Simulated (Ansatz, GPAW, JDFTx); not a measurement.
## One calculation of MnS, 3 ways

```
Mn S
1.0
     0.00000    2.60450    2.60450
     2.60450    0.00000    2.60450
     2.60450    2.60450    0.00000
Mn S
1 1
Direct
  0.00000 0.00000 0.00000
  0.50000 0.50000 0.50000
```

Alike in all runs: task single point; functional PBEsol; k mesh 9 × 9 × 9; occupations gaussian, width 0.1 eV; collinear spin, ferromagnetic start; no spin-orbit coupling. The measured crystal is an antiferromagnetic insulator; the state found here is the runs' own. Pressure is positive in compression and, in plane waves, holds the error of the finite cutoff.

| program and potentials | plane-wave cutoff (eV) | notes | pressure (GPa) | net moment per atom (μB) |
| --- | --- | --- | --- | --- |
| JDFTx, PseudoDojo-SR-PBEsol-0.4.1-standard with smoothed tails | 1306 | - | -6.72 | 2.36 |
| Ansatz, all-electron LAPW, scalar-relativistic | - | - | -7.23 | 2.34 |
| GPAW, PAW data sets generated for this functional | 600 | - | -7.16 | 2.33 |

The pressure spans -7.23 (Ansatz, all-electron LAPW, scalar-relativistic) to -6.72 GPa (JDFTx, PseudoDojo-SR-PBEsol-0.4.1-standard with smoothed tails), with all-electron results at -7.23. The net moment per atom spans 2.33 (GPAW, PAW data sets generated for this functional) to 2.36 μB (JDFTx, PseudoDojo-SR-PBEsol-0.4.1-standard with smoothed tails), with all-electron results at 2.34. The state is the one that the start led to, which needn't be the lowest.

The functional is the same throughout but for its coding, so the spread measures potentials, basis and numerics; runs on potential files found faulty are left out.
